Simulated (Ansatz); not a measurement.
# BN: the cost of one run

Program: Ansatz 0.2.0. Level of theory: DFT PBE+D3(BJ), scalar-relativistic, plane waves, PAW. These are calculated values, not measurements.

2 further runs of the same task are left out: 2 set aside as unsound or not needed.

### Step 1. The structure to begin with

It takes space group P6_3/mmc (No. 194, hexagonal). Conventional cell: a = 2.506 Å, b = 2.506 Å, c = 6.617 Å, α = 90.00°, β = 90.00°, γ = 120.00°. B (site symmetry -6m2) is surrounded by 3 N at 1.45 Å. N (site symmetry -6m2) has 3 B at 1.45 Å in its first shell of neighbours.

As a file:

```cif
data_structure
_symmetry_space_group_name_H-M 'P 1'
_symmetry_Int_Tables_number 1
_cell_length_a 5.0129
_cell_length_b 5.0129
_cell_length_c 6.6168
_cell_angle_alpha 90.000
_cell_angle_beta 90.000
_cell_angle_gamma 120.000
_cell_volume 144.00
loop_
_atom_site_label
_atom_site_type_symbol
_atom_site_fract_x
_atom_site_fract_y
_atom_site_fract_z
_atom_site_occupancy
B1 B 0.33333 0.16667 0.25000 1
B2 B 0.83333 0.16667 0.25000 1
B3 B 0.33333 0.66667 0.25000 1
B4 B 0.83333 0.66667 0.25000 1
B5 B 0.66667 0.33333 0.75000 1
B6 B 0.16667 0.33333 0.75000 1
B7 B 0.66667 0.83333 0.75000 1
B8 B 0.16667 0.83333 0.75000 1
N1 N 0.33333 0.16667 0.75000 1
N2 N 0.83333 0.16667 0.75000 1
N3 N 0.33333 0.66667 0.75000 1
N4 N 0.83333 0.66667 0.75000 1
N5 N 0.66667 0.33333 0.25000 1
N6 N 0.16667 0.33333 0.25000 1
N7 N 0.66667 0.83333 0.25000 1
N8 N 0.16667 0.83333 0.25000 1
```

It is built from the cell relaxed beforehand with the same method (9.00 Å³/atom).

### Step 2. Zero of the scan

Contents of input.yaml:

```yaml
crystal:
  lattice:
    - [2.5064381059, -4.3412781454, 0.0]
    - [2.5064381058, 4.3412781454, 0.0]
    - [0.0, 0.0, 6.6168468515]
  atoms:
    - { symbol: B, position: [0.3333333333, 0.1666666667, 0.25] }
    - { symbol: B, position: [0.8333333333, 0.1666666667, 0.25] }
    - { symbol: B, position: [0.3333333333, 0.6666666667, 0.25] }
    - { symbol: B, position: [0.8333333333, 0.6666666667, 0.25] }
    - { symbol: B, position: [0.6666666667, 0.3333333333, 0.75] }
    - { symbol: B, position: [0.1666666667, 0.3333333333, 0.75] }
    - { symbol: B, position: [0.6666666667, 0.8333333333, 0.75] }
    - { symbol: B, position: [0.1666666667, 0.8333333333, 0.75] }
    - { symbol: "N", position: [0.3333333333, 0.1666666667, 0.75] }
    - { symbol: "N", position: [0.8333333333, 0.1666666667, 0.75] }
    - { symbol: "N", position: [0.3333333333, 0.6666666667, 0.75] }
    - { symbol: "N", position: [0.8333333333, 0.6666666667, 0.75] }
    - { symbol: "N", position: [0.6666666667, 0.3333333333, 0.25] }
    - { symbol: "N", position: [0.1666666667, 0.3333333333, 0.25] }
    - { symbol: "N", position: [0.6666666667, 0.8333333333, 0.25] }
    - { symbol: "N", position: [0.1666666667, 0.8333333333, 0.25] }
basis:
  ecutwfc: 420
kpoints:
  mp_grid: { grid: [6, 6, 4] }
hamiltonian:
  xc: pbe
  dispersion: d3bj
scf:
  occupations: { method: gaussian, width: 0.05 }
output:
  forces: true
  stress: true
  eigenvalues: true
```

Run with:

```
$ ansatz run input.yaml --threads 2 --pin off --max-ram 5120MiB --backend cpu --events-out ev --progress --plain --runs-dir out
```

Q: Estimate wall time and peak memory on 2 threads of Intel Xeon Platinum 8488C (Sapphire Rapids), shared host.

About 2.4 s, with a peak of 0.52 GiB.
